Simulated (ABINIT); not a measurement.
Write the native input for ABINIT 10.8.3 (patched build) that does the following.

```yaml
Task: band structure
Functional: PBE
Potentials_or_basis: PseudoDojo NC SR PBE v0.5 standard
Cutoff: 1143 eV
k_mesh: 10 × 10 × 10
Occupations: fermi-dirac, width 0.05 eV
Spin: no spin polarisation
```

Crystal: MgO.

```xyz
2
Lattice="2.9380 0.0000 0.0000 -1.4690 2.5444 0.0000 0.0000 0.0000 2.6797" Properties=species:S:1:pos:R:3 pbc="T T T"
Mg    0.0000    0.0000    0.0000
O     0.0000    1.6963    1.3398
```

Measurements of this composition are mostly on another form, of space group No. 225.

One way to write it, as run:

run.abi

```
# Datasets: ground state, then fixed potential
ndtset 2

# Pseudopotentials
pp_dirpath "./"
pseudos "Mg.upf, O.upf"

# Structure
acell 3*1.0 Angstrom
rprim
     2.9380209034     0.0000000000     0.0000000000
    -1.4690104517     2.5444007392     0.0000000000
     0.0000000000     0.0000000000     2.6796800000
ntypat 2
znucl 12 8
natom 2
typat 1 2
xred
     0.0000000000     0.0000000000     0.0000000000
     0.3333333333     0.6666666667     0.5000000000

# Plane-wave basis
ecut 42.0

# Exchange and correlation
ixc 11

# Bands and occupations
occopt 3
tsmear 0.00183747

# SCF cycle
nstep 100

# Output
iomode 3
prtwf 0
prteig 0
prtebands 0
prtden1 1

# Dataset 1
kptopt1 1
ngkpt1 10 10 10
nshiftk1 1
shiftk1 0.0 0.0 0.0
nband1 12
tolvrs1 1.0e-10

# Dataset 2: bands along G-M-K-G-A-L-H-A
iscf2 -2
getden2 1
nband2 18
nbdbuf2 4
tolwfr2 1.0e-11
kptopt2 -7
ndivsm2 5
prteig2 1
kptbounds2
     0.0000000000     0.0000000000     0.0000000000
     0.5000000000     0.0000000000     0.0000000000
     0.3333333333     0.3333333333     0.0000000000
     0.0000000000     0.0000000000     0.0000000000
     0.0000000000     0.0000000000     0.5000000000
     0.5000000000     0.0000000000     0.5000000000
     0.3333333333     0.3333333333     0.5000000000
     0.0000000000     0.0000000000     0.5000000000
```

Potentials or basis: PseudoDojo NC SR PBE v0.5 standard.

The run is started by

```sh
$ abinit run.abi > log 2>&1
```

It gave:

| Property | Result |
| --- | --- |
| Pressure | -0.2 GPa |
| Band gap on the k mesh | 3.04 eV, indirect (least direct gap 3.43 eV) |
| Band gap along the path | 3.03 eV, indirect (least direct gap 3.43 eV) |
| Valence electrons inside the program's atomic spheres | Mg 8.36; O 6.25 |

It took 69 s on 1 thread of Arm Neoverse V1 (shared host), peak memory 0.1 GiB.
